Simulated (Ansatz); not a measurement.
## SnO$_{2}$: strain energy, fitted

SnO$_{2}$, P4_2/mnm, a = 4.827 Å, c = 3.238 Å. Ansatz: PBE, PAW, 420 eV, Γ-centred 6×6×8 mesh on 6 atoms, Gaussian smearing 0.02 eV; no spin polarisation. Series: uniaxial strain along c, with a, b and atoms relaxed; x is the strain in per cent. y is the free energy over the unstrained cell, V0 = 12.576 Å³/atom.

| x (%) | y (meV/atom) |
| --- | --- |
| -4.5 | ? |
| -3.0 | 10.75 |
| -1.5 | 2.59 |
| 0.0 | 0.00 |
| 1.5 | 2.43 |
| 3.0 | 9.26 |
| 4.5 | 20.00 |

Q: Fit y = c2 x² + c3 x³ to the other rows, turn c2 into a modulus, and predict the missing energy.

A: Least squares on the rows shown. y = 1.1118 x² − 0.027580 x³. In eV per unit strain² c2 is 11.12; this is Young's modulus along the axis (E = ½ Y V0 ε²): 2 × 11.12 × 160.2 / (12.576) = 283 GPa. At x = -4.5 the fit asked for gives 25.03 meV/atom. The run gave 25.13 meV/atom, so the fit is 0.10 meV/atom too low, a small miss on the scale of the series.